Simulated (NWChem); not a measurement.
# doublet [C2H2Cl2]+: levels of theory compared

We compute a comparison of 6 runs (U-r2SCAN/6-311+G**, UB3LYP/6-311+G**, UPBE/6-311+G**, UPBE0/6-311+G**, USVWN5/6-311+G**, UMP2/6-311+G**) of doublet [C2H2Cl2]+. 

The calculation is run with NWChem 7.3.0.

2 further runs of the same task are left out: 2 set aside as unsound or not needed.

## (1) Starting point

[C2H2Cl2]+: 6 atoms, total charge +1, spin state doublet. SMILES of the parent species: `Cl/C=C\Cl`. Geometry: relaxed at PBE0-D4/def2-TZVP. That shape belongs to the parent species and isn't relaxed for this state.

Bond lengths: Cl1–C2 1.705 Å, C2–C3 1.324 Å, C3–Cl4 1.705 Å, C2–H5 1.082 Å, C3–H6 1.082 Å. Angles: Cl1–C2–C3 124.9°, C2–C3–Cl4 124.9°, Cl1–C2–H5 114.8°, C3–C2–H5 120.4°, C2–C3–H6 120.4°, Cl4–C3–H6 114.8°.

## (2) The energy at U-r2SCAN/6-311+G(d,p) (run 1)

run.py

```python
from ase import Atoms
from ase.calculators.nwchem import NWChem

molecule = Atoms('ClCCClHH', positions=[
    [0.715370, -1.874620, -0.448160],
    [0.641760, -0.223420, -0.028920],
    [-0.475600, 0.475660, 0.100770],
    [-2.046720, -0.146510, -0.127570],
    [1.602850, 0.246110, 0.133560],
    [-0.437660, 1.522780, 0.370320],
])

calc = NWChem(
    label='c2h2cl2',
    theory='dft',
    memory='2200 mb',
    basis='6-311+G**',
    basispar='spherical bse',
    charge=1,
    dft={'xc': 'r2scan', 'mult': '2', 'grid': 'fine', 'convergence': 'energy 1e-08', 'iterations': '100', 'mulliken': None},
    task='energy',
)
molecule.calc = calc

print("Total energy (eV):", round(molecule.get_potential_energy(), 6))
```

Command:

```
$ export ASE_NWCHEM_COMMAND="nwchem PREFIX.nwi > PREFIX.nwo"
$ python run.py
```

Output:

```text
Total energy (eV): -27139.734884
```

The calculator wrote c2h2cl2.nwi:

```
title "c2h2cl2"

permanent_dir c2h2cl2

scratch_dir c2h2cl2

start c2h2cl2

geometry units angstrom nocenter noautosym noautoz
  Cl 7.1536999999999995e-01 -1.8746200000000000e+00 -4.4816000000000000e-01
  C  6.4176000000000000e-01 -2.2342000000000001e-01 -2.8920000000000001e-02
  C  -4.7560000000000002e-01 4.7566000000000003e-01 1.0077000000000000e-01
  Cl -2.0467200000000001e+00 -1.4651000000000000e-01 -1.2756999999999999e-01
  H  1.6028500000000001e+00 2.4611000000000000e-01 1.3356000000000001e-01
  H  -4.3765999999999999e-01 1.5227800000000000e+00 3.7031999999999998e-01
end

charge 1

memory 2200 mb

basis spherical bse noprint
   * library 6-311+G**
end

dft
  xc r2scan
  mult 2
  grid fine
  convergence energy 1e-08
  iterations 100
  mulliken
end

task dft energy
```

c2h2cl2.nwo:

```text
Northwest Computational Chemistry Package (NWChem) 7.3.0
             --------------------------------------------------------

           Job information
           ---------------

    nwchem branch   = 7.3.0
    use scalapack   = T
    input           = c2h2cl2.nwi
    prefix          = c2h2cl2.
    data base       = c2h2cl2/c2h2cl2.db
    status          = startup
    nproc           =        1

           Memory information
           ------------------

[... 5 lines left out ...]
    hardfail = no
[... 39 lines left out ...]
            Nuclear Dipole moment (a.u.)
[... 79 lines left out ...]
          Convergence on density requested:  1.00D-05
[... 24 lines left out ...]
          Convergence aids based upon iterative change in
[... 31 lines left out ...]
 2-e energy   =     536.048677
[... 56 lines left out ...]
           Coulomb energy =      616.282162805392
[... 835 lines left out ...]
                     DFT Final Beta Molecular Orbital Analysis
[... 944 lines left out ...]
     Multipole analysis of the density
     ---------------------------------

     L   x y z        total         alpha         beta         nuclear
     -   - - -        -----         -----         ----         -------
     0   0 0 0      1.000000    -24.000000    -23.000000     48.000000

     1   1 0 0     -0.217049     19.512194     18.954959    -38.684203
[... 8 lines of this table left out ...]
     2   0 0 2    -24.880079    -20.470772    -18.379262     13.969955

 Task  times  cpu:       63.0s     wall:       63.0s
 Total times  cpu:       63.0s     wall:       63.0s
```

Wall time 65 s (1 thread of Intel Xeon 6975P-C (Granite Rapids), shared host); peak memory 0.12 GiB.

## (3) A single-point energy at UB3LYP/6-311+G(d,p) (run 2)

job.nw

```
START job
memory stack 880 mb heap 220 mb global 1100 mb
charge 1

GEOMETRY units angstrom noautosym nocenter noautoz
  Cl       0.715370      -1.874620      -0.448160
  C        0.641760      -0.223420      -0.028920
  C       -0.475600       0.475660       0.100770
  Cl      -2.046720      -0.146510      -0.127570
  H        1.602850       0.246110       0.133560
  H       -0.437660       1.522780       0.370320
END

BASIS spherical bse
  Cl library 6-311+G**
  C library 6-311+G**
  H library 6-311+G**
END

DFT
  xc b3lyp
  mult 2
  grid fine
  convergence energy 1e-08
  maxiter 100
  mulliken
END

TASK dft energy
```

Command:

```
$ nwchem job.nw > job.out
```

Output:

```text
[...]
          Wavefunction type:  spin polarized.
          No. of atoms     :     6
          No. of electrons :    47
[...]
          Charge           :     1
          Spin multiplicity:     2
[...]
          AO basis - number of functions:   116
[...]
              XC Information
              --------------
                         B3LYP Method XC Potential
                     Hartree-Fock (Exact) Exchange  0.200
                        Slater Exchange Functional  0.800 local
                    Becke 1988 Exchange Functional  0.720 non-local
              Lee-Yang-Parr Correlation Functional  0.810
                  VWN I RPA Correlation Functional  0.190 local
[...]
 d= 0,ls=0.0,diis     1   -997.3238042426 -1.18D+03  1.40D-02  9.16D-01     5.1
[...]
 d= 0,ls=0.0,diis    12   -997.5056223851 -2.31D-10  1.06D-07  3.33D-11    53.0
[...]
         Total DFT energy =     -997.505622385127
      One electron energy =    -1732.201514741344
           Coulomb energy =      616.334700044825
    Exchange-Corr. energy =      -67.755226204843
 Nuclear repulsion energy =      186.116418516235
[...]
      <S2> =      0.7523 (Exact =     0.7500)
[...]
```

It took 54 s on 1 thread of Intel Xeon 6975P-C (Granite Rapids), shared host; peak memory 0.12 GiB.

Runs 3 to 5 aren't shown in full; the table further down has their settings and results.

## (4) The energy at UMP2/6-311+G(d,p) (run 6)

run.py

```python
from ase import Atoms
from ase.calculators.nwchem import NWChem

molecule = Atoms(['Cl', 'C', 'C', 'Cl', 'H', 'H'], positions=[
    [0.715370, -1.874620, -0.448160],
    [0.641760, -0.223420, -0.028920],
    [-0.475600, 0.475660, 0.100770],
    [-2.046720, -0.146510, -0.127570],
    [1.602850, 0.246110, 0.133560],
    [-0.437660, 1.522780, 0.370320],
])

calc = NWChem(
    label='mymol',
    theory='mp2',
    memory='2200 mb',
    basis='6-311+G**',
    basispar='spherical bse',
    charge=1,
    scf={'nopen': '1', 'uhf': None, 'thresh': '1e-08', 'maxiter': '80'},
    mp2={'freeze': 'core 12', 'tight': None},
    task='energy',
)
molecule.calc = calc

print("Total energy (eV):", round(molecule.get_potential_energy(), 6))
```

Command:

```
$ export ASE_NWCHEM_COMMAND="nwchem PREFIX.nwi > PREFIX.nwo"
$ python run.py
```

Output:

```text
Total energy (eV): -27105.265329
```

The calculator wrote mymol.nwi:

```
title "mymol"

permanent_dir mymol

scratch_dir mymol

start mymol

geometry units angstrom nocenter noautosym noautoz
  Cl 7.1536999999999995e-01 -1.8746200000000000e+00 -4.4816000000000000e-01
  C  6.4176000000000000e-01 -2.2342000000000001e-01 -2.8920000000000001e-02
  C  -4.7560000000000002e-01 4.7566000000000003e-01 1.0077000000000000e-01
  Cl -2.0467200000000001e+00 -1.4651000000000000e-01 -1.2756999999999999e-01
  H  1.6028500000000001e+00 2.4611000000000000e-01 1.3356000000000001e-01
  H  -4.3765999999999999e-01 1.5227800000000000e+00 3.7031999999999998e-01
end

charge 1

memory 2200 mb

basis spherical bse noprint
   * library 6-311+G**
end

scf
  nopen 1
  uhf
  thresh 1e-08
  maxiter 80
end
mp2
  freeze core 12
  tight
end

task mp2 energy
```

mymol.nwo:

```text
Northwest Computational Chemistry Package (NWChem) 7.3.0
             --------------------------------------------------------

           Job information
           ---------------

    nwchem branch   = 7.3.0
    use scalapack   = T
    input           = mymol.nwi
    prefix          = mymol.
    data base       = mymol/mymol.db
    status          = startup
    nproc           =        1

           Memory information
           ------------------

[... 5 lines left out ...]
    hardfail = no
[... 123 lines left out ...]
 1-e energy   =   -1705.881535
[... 9 lines left out ...]
 Convergence threshold     :          1.000E-08
[... 17 lines left out ...]
      One electron energy =  -1731.726139492614
[... 9 lines left out ...]
          Final alpha eigenvalues
[... 409 lines left out ...]
                     UHF Final Beta Molecular Orbital Analysis
[... 454 lines left out ...]
          ---------------------------------------------------
                    Spin Component Scaled (SCS) MP2
          Same spin pairs                     -0.138158454236
          Same spin scaling factor             0.333333333333
          Opposite spin pairs                 -0.391039978691
          Opposite spin scaling fact.          1.200000000000
          SCS-MP2 correlation energy          -0.515300792508
          Total SCS-MP2 energy              -996.086238687695
          ---------------------------------------------------

 -----------------------
 Task  times  cpu:       60.1s     wall:       60.1s
 Total times  cpu:       60.2s     wall:       60.2s
```

It took 62 s on 1 thread of Intel Xeon 6975P-C (Granite Rapids), shared host; peak memory 0.38 GiB.

## (5) The series

```
run               level  integration grid  iteration cap  energy (Eh)  HOMO energy (eV)  LUMO energy (eV)   ⟨S²⟩  wall time
  1  U-r2SCAN/6-311+G**              fine            100  -997.366869            -13.71            -12.54  0.752       65 s
  2    UB3LYP/6-311+G**              fine            100  -997.505622            -14.36            -12.03  0.752       54 s
  3      UPBE/6-311+G**              fine            100  -997.006601            -13.35            -12.61  0.751    1.9 min
  4     UPBE0/6-311+G**              fine            100  -997.075827            -14.65            -11.84  0.753       56 s
  5    USVWN5/6-311+G**              fine            100  -993.806070                 –                 –  0.750       58 s
  6      UMP2/6-311+G**                 –             80  -996.100136            -17.64             -7.89  0.759       62 s
```

## (6) Results

| quantity | value |
| --- | --- |
| run 6: total energy | -996.10014 Eh |
| run 6: HOMO energy (Hartree–Fock orbitals) (highest over α and β) | -17.64 eV |
| run 6: LUMO energy (Hartree–Fock orbitals) (lowest over α and β) | -7.89 eV |
| run 6: correlation energy (12 core orbitals frozen) | -529.2 mEh |
| run 6: ⟨S²⟩ of the reference determinant | 0.759 |

What this shows: Totals of different functionals can't be ranked against each other. All runs together took 6.8 min, the longest 1.9 min.
